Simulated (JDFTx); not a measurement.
Crystal: CuAu.

```xyz
2
Lattice="2.8107 0.0000 0.0000 0.0000 2.8107 0.0000 0.0000 0.0000 3.6850" Properties=species:S:1:pos:R:3 pbc="T T T"
Au    0.0000    0.0000    0.0000
Cu    1.4054    1.4054    1.8425
```

```yaml
Program: JDFTx 1.7.0 (patched build)
Task: relaxation of cell and atoms
Functional: PBE
Potentials_or_basis: Ansatz-NC-SR-PBE with smoothed tails
Cutoff: 1252 eV
Density_cutoff: 10014 eV
k_mesh: 4 × 4 × 4
Occupations: fermi-dirac, width 0.05 eV
Spin: no spin polarisation
```

At the start: pressure 4.9 GPa; volume 14.56 Å³/atom.

Problem. Where does the relaxation end?

Solution. Over 13 steps the energy falls by 57.5 meV/atom and the volume is 14.70 Å³/atom (+1.0 %); space group P4/mmm (No. 123, to 0.05 Å).

The path:
| step | energy change (eV) | largest force (eV/Å) | pressure (GPa) | volume (Å³) |
| --- | --- | --- | --- | --- |
| 1 | 0.0000 | 0.0000 | 4.95 | 29.11 |
| 2 | -0.0080 | 0.0000 | 3.44 | 29.37 |
| 3 | -0.0187 | 0.0000 | 0.19 | 29.98 |
| 4 | -0.0217 | 0.0000 | -0.03 | 30.01 |
| 5 | -0.0279 | 0.0000 | 0.19 | 29.93 |
| 6 | -0.0571 | 0.0000 | -5.08 | 31.05 |
| 7 | -0.0664 | 0.0000 | -4.49 | 30.88 |
| 8 | -0.0974 | 0.0000 | 1.44 | 29.39 |
| 9 | -0.1105 | 0.0000 | -0.98 | 29.66 |
| 10 | -0.1146 | 0.0000 | -0.13 | 29.45 |
| 11 | -0.1150 | 0.0000 | 0.18 | 29.37 |
| 12 | -0.1150 | 0.0000 | -0.01 | 29.40 |
| 13 | -0.1150 | 0.0000 | 0.00 | 29.40 |

Final structure:
```xyz
2
Lattice="3.0532 0.0000 0.0000 0.0000 3.0532 0.0000 0.0000 0.0000 3.1536" Properties=species:S:1:pos:R:3 pbc="T T T"
Au    0.0000    0.0000    0.0000
Cu    1.5266    1.5266    1.5768
```

Caveat: the k mesh is coarse (spacing up to 0.56 Å⁻¹), so the values aren't converged.
